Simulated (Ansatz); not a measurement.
# HfB2: the cost of one run

Method: DFT PBE, scalar-relativistic, plane waves, PAW, in Ansatz 0.2.0.

4 further runs of the same task are left out: 2 that didn't finish, 2 set aside as unsound or not needed.

**1. The starting structure**

Symmetry: P6/mmm, No. 191, hexagonal system. The conventional cell has a = 3.145 Å, b = 3.145 Å, c = 3.487 Å, α = 90.00°, β = 90.00°, γ = 120.00°. Hf (site symmetry 6/mmm) has 12 B at 2.52 Å as nearest neighbours. Around B (site symmetry -6m2) lie 3 B at 1.82 Å and 6 Hf at 2.52 Å.

Structure file:

```xyz
3
Lattice="3.1451 0.0000 0.0000 -1.5725 2.7237 0.0000 0.0000 0.0000 3.4873" Properties=species:S:1:pos:R:3 pbc="T T T"
Hf    0.0000    0.0000    0.0000
B     0.0000    1.8158    1.7436
B     1.5725    0.9079    1.7436
```

This cell was relaxed beforehand with the same method: volume 9.96 Å³/atom, gap on the mesh none (metal).

**2. Bands, states and charges**

Contents of input.yaml:

```yaml
crystal:
  lattice:
    - [3.1450633527, 0.0, 0.0]
    - [-1.5725316764, 2.72370476, 0.0]
    - [0.0, 0.0, 3.4872976977]
  atoms:
    - { symbol: Hf, position: [0.0, 0.0, 0.0] }
    - { symbol: B, position: [0.3333333333, 0.6666666667, 0.5] }
    - { symbol: B, position: [0.6666666667, 0.3333333333, 0.5] }
basis:
  ecutwfc: 420
kpoints:
  mp_grid: { grid: [15, 15, 12] }
  band_path:
    path:
      - [[0.0, 0.0, 0.0], [0.5, 0.0, 0.0], [0.33333333, 0.33333333, 0.0], [0.0, 0.0, 0.0], [0.0, 0.0, 0.5], [0.5, 0.0, 0.5], [0.33333333, 0.33333333, 0.5], [0.0, 0.0, 0.5]]
      - [[0.5, 0.0, 0.5], [0.5, 0.0, 0.0]]
      - [[0.33333333, 0.33333333, 0.5], [0.33333333, 0.33333333, 0.0]]
    npoints: 14
hamiltonian:
  xc: pbe
scf:
  occupations: { method: gaussian, width: 0.1 }
  n_extra_bands: 7
output:
  forces: true
  stress: true
  eigenvalues: true
  populations: true
  dos: { projected: true, de: 0.02, nscf_kmesh: { grid: [23, 23, 18] } }
  bader: true
  write_density: true
  write_potential: true
  elf: true
  volumetric_format: npy
```

On the command line:

```console
$ ansatz run input.yaml --threads 1 --pin off --max-ram 2560MiB --backend cpu --events-out ev --progress --plain --runs-dir out
```

Q: Estimate wall time and peak memory on 1 thread of Arm Neoverse V2, shared host.

About 33 s, with a peak of 0.46 GiB.
